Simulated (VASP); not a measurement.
# C3N4 (P-43m) in VASP: a series of runs

The runs below take C3N4 through single point, relaxation of cell and atoms, with PBEsol.

All numbers are computed with VASP 6.6.1; they aren't measurements. Logs are shortened: lines on timing, memory, paths and dates and some standing lists are left out, and cuts for length are marked.

### 1 The crystal as given

It takes space group P-43m (No. 215, cubic). Conventional cell: a = 3.430 Å, b = 3.430 Å, c = 3.430 Å, α = 90.00°, β = 90.00°, γ = 90.00°. Around C (site symmetry -42m) lie 4 N at 1.48 Å. N (site symmetry 3m) has 3 C at 1.48 Å as nearest neighbours.

The cell comes from a database or a generator and needn't be the stable form of this composition.

### 2 Single point, PBEsol

Contents of INCAR:

```
ALGO = Normal ; EDIFF = 1E-7
ENCUT = 520 ; GGA = PS
ISIF = 2 ; ISMEAR = 0
LASPH = True ; LCHARG = False
LREAL = False ; LWAVE = False
NBANDS = 25 ; NELM = 100
PREC = Accurate ; SIGMA = 0.01
```

Contents of KPOINTS:

```
k-points
0
Gamma
  5 5 5
```

Contents of POSCAR:

```
C3N4
1.0
    3.4299615673      0.0000000000      0.0000000000
    0.0000000000      3.4299615673      0.0000000000
    0.0000000000      0.0000000000      3.4299615673
C N
3 4
Direct
    0.0000000000      0.0000000000      0.5000000000
    0.5000000000      0.0000000000      0.0000000000
    0.0000000000      0.5000000000      0.0000000000
    0.2460280860      0.2460280860      0.7539719140
    0.7539719140      0.7539719140      0.7539719140
    0.2460280860      0.7539719140      0.2460280860
    0.7539719140      0.2460280860      0.2460280860
```

Potentials or basis: VASP PAW PBE potentials, release 64 (C, N).

Started as:

```console
cat potpaw_PBE.64/C/POTCAR potpaw_PBE.64/N/POTCAR > POTCAR
mpirun -np 1 vasp_std > vasp.out
```

OUTCAR:

```text
EDIFF = 1E-7
   ENCUT = 520
   GGA = PS
   ISIF = 2
   ISMEAR = 0
   LASPH = True
   LREAL = False
   NELM = 100
   PREC = Accurate

 ion  position               nearest neighbor table
   1  0.000  0.000  0.500-   4 1.48   5 1.48   6 1.48   7 1.48
   2  0.500  0.000  0.000-   4 1.48   5 1.48   6 1.48   7 1.48
   3  0.000  0.500  0.000-   4 1.48   5 1.48   6 1.48   7 1.48
   4  0.246  0.246  0.754-   1 1.48   2 1.48   3 1.48
   5  0.754  0.754  0.754-   1 1.48   2 1.48   3 1.48
   6  0.246  0.754  0.246-   1 1.48   2 1.48   3 1.48
   7  0.754  0.246  0.246-   1 1.48   2 1.48   3 1.48

  LATTYP: Found a simple cubic cell.
 ALAT       =     3.4299615673

  Lattice vectors:

 A1 = (   3.4299615673,   0.0000000000,   0.0000000000)
 A2 = (   0.0000000000,   3.4299615673,   0.0000000000)
 A3 = (   0.0000000000,   0.0000000000,   3.4299615673)

Analysis of symmetry for initial positions (statically):
=====================================================================
 Subroutine PRICEL returns:
 Original cell was already a primitive cell.

 Routine SETGRP: Setting up the symmetry group for a
 simple cubic supercell.

 Subroutine GETGRP returns: Found 24 space group operations
 (whereof 24 operations were pure point group operations)
 out of a pool of 48 trial point group operations.

The static configuration has the point symmetry T_d .

Analysis of symmetry for dynamics (positions and initial velocities):
=====================================================================
 Subroutine PRICEL returns:
 Original cell was already a primitive cell.

 Routine SETGRP: Setting up the symmetry group for a
 simple cubic supercell.

 Subroutine GETGRP returns: Found 24 space group operations
 (whereof 24 operations were pure point group operations)
 out of a pool of 48 trial point group operations.

The dynamic configuration has the point symmetry T_d .

 Subroutine INISYM returns: Found 24 space group operations
 (whereof 24 operations are pure point group operations),
 and found     1 'primitive' translations

----------------------------------------------------------------------------------------

                                     Primitive cell

  volume of cell :      40.3523

  direct lattice vectors                    reciprocal lattice vectors
[... 86 lines left out ...]
   IBRION =     -1    ionic relax: 0-MD 1-quasi-New 2-CG
   NFREE  =      0    steps in history (QN), initial steepest desc. (CG)
   ISIF   =      2    stress and relaxation
   ISYM   =      2    0-nonsym 1-usesym 2-fastsym
   POTIM  = 0.5000    time-step for ionic-motion
   TEBEG  =    0.0;   TEEND  =   0.0 temperature during run
   PSTRESS=    0.0 pullay stress
   NELECT =      32.0000    total number of electrons
   NUPDOWN=      -1.0000    fix difference up-down
   EMIN   =  10.00;   EMAX   =-10.00  energy-range for DOS
   EFERMI =   0.00;   METHOD = LEGACY
   ISMEAR =     0;   SIGMA  =   0.01  broadening in eV -4-tet -1-fermi 0-gaus
   EFERMI_NEDOS =   21; number of points for ismear=-14 and -15
   IALGO  =     38    algorithm
   IMIX   =      4    mixing-type and parameters
     AMIX     =   0.40;   BMIX     =  1.00
     AMIX_MAG =   1.60;   BMIX_MAG =  1.00
  volume/ion in A,a.u.               =       5.76        38.90
  Fermi-wavevector in a.u.,A,eV,Ry     =   1.515313  2.863526 31.241321  2.296172
  Thomas-Fermi vector in A             =   2.624853
   LORBIT       =      0    0 simple, 1 ext, 2 COOP (PROOUT), +10 PAW based schemes
   GGA     = PS    functional components
   LHFCALC =     F    Hartree Fock is set to
   AEXX    =    0.0000 exact exchange contribution
   IVDW    =     0    specifies the selected vdW correction
   LEPSILON=     F    determine dielectric tensor
   LRPA    =     F    only Hartree local field effects (RPA)
 non-spin polarized calculation
 Gauss-broadening in eV      SIGMA  =   0.01
  energy-cutoff  :      520.00
  volume of cell :       40.35
 maximum number of plane-waves:      1097
 NGX is ok and might be reduce to    28
   NGX = 13   NGY = 13   NGZ = 13

 number of electron      32.0000000 magnetization

 Free energy of the ion-electron system (eV)
  ---------------------------------------------------
  ext. energy  EPLUGINS =         0.00000000
  ---------------------------------------------------
  free energy    TOTEN  =       -59.95242522 eV

  energy without entropy =      -59.95242522  energy(sigma->0) =      -59.95242522

 E-fermi :   9.7726     XC(G=0): -13.4819

 val. band max:        9.7053706517   @ k =   0.0000   0.0000   0.0000
 cond. band min:      12.1246655890   @ k =   0.0000   0.0000   0.0000
 fundamental gap:      2.4192949373
 Fermi energy:         9.7726336388

 k-point     1 :       0.0000    0.0000    0.0000
  band No.  band energies     occupation
      1     -15.3107      2.00000
      2      -7.6407      2.00000
      3      -7.6407      2.00000
      4      -7.6407      2.00000
      5      -5.5702      2.00000
      6      -5.5702      2.00000
[... 269 lines left out ...]
     24      18.0699      0.00000
     25      21.1520      0.00000

------------------------ aborting loop because EDIFF is reached ----------------------------------------

  FORCE on cell =-STRESS in cart. coord.  units (eV):
  Direction    XX          YY          ZZ          XY          YZ          ZX
  --------------------------------------------------------------------------------------
  -------------------------------------------------------------------------------------
  Total        0.3086022      0.3086022      0.3086022     -0.0000000     -0.0000000     -0.0000000
  in kB       12.2529848     12.2529848     12.2529848     -0.0000000     -0.0000000     -0.0000000
  external PRESSURE =      12.2529848 kB  Pullay stress =       0.0000000 kB

 VOLUME and BASIS-vectors are now :
 -----------------------------------------------------------------------------
  energy-cutoff  :      520.00
  volume of cell :       40.35
      direct lattice vectors                 reciprocal lattice vectors
     3.429961567  0.000000000  0.000000000     0.291548456  0.000000000  0.000000000
     0.000000000  3.429961567  0.000000000     0.000000000  0.291548456  0.000000000
     0.000000000  0.000000000  3.429961567     0.000000000  0.000000000  0.291548456

 POSITION                                       TOTAL-FORCE (eV/Angst)
 -----------------------------------------------------------------------------------
      0.00000      0.00000      1.71498        -0.000000     -0.000000      0.000000
      1.71498      0.00000      0.00000        -0.000000     -0.000000     -0.000000
      0.00000      1.71498      0.00000        -0.000000     -0.000000     -0.000000
      0.84387      0.84387      2.58609         0.010844      0.010844     -0.010844
      2.58609      2.58609      2.58609        -0.010844     -0.010844     -0.010844
      0.84387      2.58609      0.84387         0.010844     -0.010844      0.010844
      2.58609      0.84387      0.84387        -0.010844      0.010844      0.010844
 -----------------------------------------------------------------------------------
    total drift:                               -0.000000     -0.000000     -0.000000

  FREE ENERGIE OF THE ION-ELECTRON SYSTEM (eV)
  ---------------------------------------------------
  free  energy   TOTEN  =       -59.9524252234 eV

  energy  without entropy=      -59.9524252234  energy(sigma->0) =      -59.95242522
```

Run time: 7.5 s. Hardware: 1 thread of Intel Xeon 6975P-C (Granite Rapids), shared host; peak memory 0.14 GiB.

What came out:

| Item | Value |
| --- | --- |
| Free energy | -59.9524 eV |
| Pressure | 1.2 GPa |
| Largest force | 0.019 eV/Å |
| Band gap on the k mesh | 2.42 eV, direct |

Forces in eV/Å, atoms in the order of the input:
```
C    0.000  0.000  0.000
C    0.000  0.000  0.000
C    0.000  0.000  0.000
N    0.011  0.011 -0.011
N   -0.011 -0.011 -0.011
N    0.011 -0.011  0.011
N   -0.011  0.011  0.011
```

Caveat: the PAW data sets were made with another functional, which shifts forces and pressure a little; an odd mesh through Γ misses points on the zone boundary, where band edges often lie.

(Part 1 of 2 ends here.)
